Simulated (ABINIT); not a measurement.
Set up this calculation in ABINIT 10.8.3 (patched build), as the native input.

```
Task                : band structure
Functional          : LDA-VWN
Potentials or basis : JTH PAW LDA v2.0
Cutoff              : 272 eV
k mesh              : 11 × 11 × 11
Occupations         : gaussian, width 0.1 eV
Spin                : no spin polarisation
Fine-grid cutoff    : 544.228 eV
```

Crystal: Ta.

```
CELL_PARAMETERS angstrom
-1.65128 1.65128 1.65128
1.65128 -1.65128 1.65128
1.65128 1.65128 -1.65128
ATOMIC_POSITIONS crystal
Ta 0.00000 0.00000 0.00000
```

These files were run (other wordings do the same):

run.abi

```
ndtset 2

pp_dirpath "./"
pseudos "Ta.LDA_PW-JTH.xml"

acell 3*1.0
rprim
    -3.1204669551     3.1204669551     3.1204669551
     3.1204669551    -3.1204669551     3.1204669551
     3.1204669551     3.1204669551    -3.1204669551
ntypat 1
znucl 73
natom 1
typat 1
xred
     0.0000000000     0.0000000000     0.0000000000

ecut 272.113862 eV
pawecutdg 20.0

ixc -1007

occopt 7
tsmear 0.00367493

nstep 100

iomode 3
prtwf 0
prteig 0
prtebands 0
enunit 1
prtden1 1
prtvha1 1
prtvclmb1 1
prtpot1 1

kptopt1 1
ngkpt1 11 11 11
nshiftk1 1
shiftk1 0.0 0.0 0.0
nband1 11
tolvrs1 1.0e-9

iscf2 -2
getden2 1
nband2 15
nbdbuf2 2
tolwfr2 1.0e-12
kptopt2 -5
ndivsm2 6
prteig2 1
kptbounds2
     0.0000000000     0.0000000000     0.0000000000
     0.5000000000    -0.5000000000     0.5000000000
     0.0000000000     0.0000000000     0.5000000000
     0.0000000000     0.0000000000     0.0000000000
     0.2500000000     0.2500000000     0.2500000000
     0.5000000000    -0.5000000000     0.5000000000
```

Potentials or basis: JTH PAW LDA v2.0.

Command:

```console
$ abinit run.abi > log 2>&1
```

Results of the run:

```
Band gap on the k mesh                                : none (metal or under the smearing width)
Valence electrons inside the program's atomic spheres : Ta 10.65 (radii [1.2805] Å)
```

Caveat: spin-orbit coupling is left out, which moves the levels of the heavy elements.

Run time: 3.2 s on 1 thread of Intel(R) Xeon(R) 6975P-C (Granite Rapids), with other jobs on the host, peak memory 0.1 GiB.
